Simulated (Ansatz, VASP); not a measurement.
Given: the input of a run of Ansatz 0.2.0 on Na.

input.yaml

```yaml
crystal:
  lattice:
    - [-1.8627705045, 1.8627705045, 2.6016334366]
    - [1.8627705045, -1.8627705045, 2.6016334366]
    - [1.8627705045, 1.8627705045, -2.6016334366]
  atoms:
    - { symbol: Na, position: [0.0, 0.0, 0.0] }
hamiltonian:
  xc: pbe
  pseudopotentials: { kind: paw }
kpoints:
  mp_grid: { grid: [10, 10, 10] }
scf:
  occupations: { method: fermi_dirac, width: 0.05 }
output:
  forces: true
  stress: true
  eigenvalues: true
```

Potentials or basis: Ansatz PAW.

Command:

```console
$ ansatz run input.yaml --threads 2 --pin off --max-ram 5120MiB --backend cpu --events-out ev --progress --plain --runs-dir out
```

Translate it to VASP 6.6.1. Potentials there: VASP PAW PBE potentials, release 64 (Na_pv).

As run (the cutoff follows the program's own potentials):

INCAR

```
SYSTEM = Na
  PREC = Accurate
  ENCUT = 520
  EDIFF = 1E-7
  ISMEAR = -1
  SIGMA = 0.05
  LREAL = .False.
  LASPH = .True.
  NELM = 60
  ALGO = Normal
  ISIF = 2
  LWAVE = .False.
  LCHARG = .False.
  GGA = PE
  NBANDS = 10
```

KPOINTS

```
Automatic mesh
0
Gamma
  10 10 10
  0 0 0
```

The input POSCAR:

```
Na
1.0
   -1.8627705045      1.8627705045      2.6016334366
    1.8627705045     -1.8627705045      2.6016334366
    1.8627705045      1.8627705045     -2.6016334366
Na
1
Direct
    0.0000000000      0.0000000000      0.0000000000
```

Potentials or basis: VASP PAW PBE potentials, release 64 (Na_pv).

The run is started by

```bash
$ cat potpaw_PBE.64/Na_pv/POTCAR > POTCAR
$ mpirun -np 1 vasp_std > vasp.out
```

Both were run:

|  | VASP | Ansatz | Ansatz less VASP |
| --- | --- | --- | --- |
| gap on the k mesh at the Fermi level (eV) | none | none | - |
| pressure (GPa) | 0.2 | 0.2 | 0.00 |

A gap of «none» marks a metal or a gap that the smearing closes. The two sets of potentials don't hold the same shells in valence.
